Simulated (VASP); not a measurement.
A run of VASP 6.6.1 is set up as follows.

INCAR

```
  ALGO = Fast
  EDIFF = 1E-6
  EDIFFG = -0.02
  ENCUT = 600
  GGA = AM
  IBRION = 2
  ISIF = 3
  ISMEAR = -1
  LASPH = T
  LCHARG = F
  LREAL = F
  LWAVE = F
  NELM = 100
  NSW = 40
  PREC = Accurate
  SIGMA = 0.05
```

File KPOINTS:

```
k-points
0
Gamma
  8 8 8
```

The input POSCAR:

```
PbS
1.0
    0.0000000000      2.9657500000      2.9657500000
    2.9657500000      0.0000000000      2.9657500000
    2.9657500000      2.9657500000      0.0000000000
Pb S
1 1
Direct
    0.0000000000      0.0000000000      0.0000000000
    0.5000000000      0.5000000000      0.5000000000
```

Potentials or basis: VASP PAW PBE potentials, release 64 (Pb_d, S).

Launch:

```sh
$ cat potpaw_PBE.64/Pb_d/POTCAR potpaw_PBE.64/S/POTCAR > POTCAR
$ mpirun -np 1 vasp_std > vasp.out
```

Estimate the relaxed cell.

a = 4.186 Å, b = 4.186 Å, c = 4.186 Å, α = 60.00°, β = 60.00°, γ = 60.00°.

What does it give for the band gap on the k mesh?

0.31 eV, direct.

Estimate the relaxed volume.

25.93 Å³/atom.

The path:
```tsv
step	energy change (eV)	largest force (eV/Å)	pressure (GPa)	volume (Å³)
1	0.0000	0.0000	-0.25	52.17
2	-0.0002	0.0000	0.10	51.86
```

Caveat: the PAW data sets were made with another functional, which shifts forces and pressure a little; spin-orbit coupling is left out, which as a rule narrows the gap of such compounds by several tenths of an eV. A k mesh can miss the band edges.
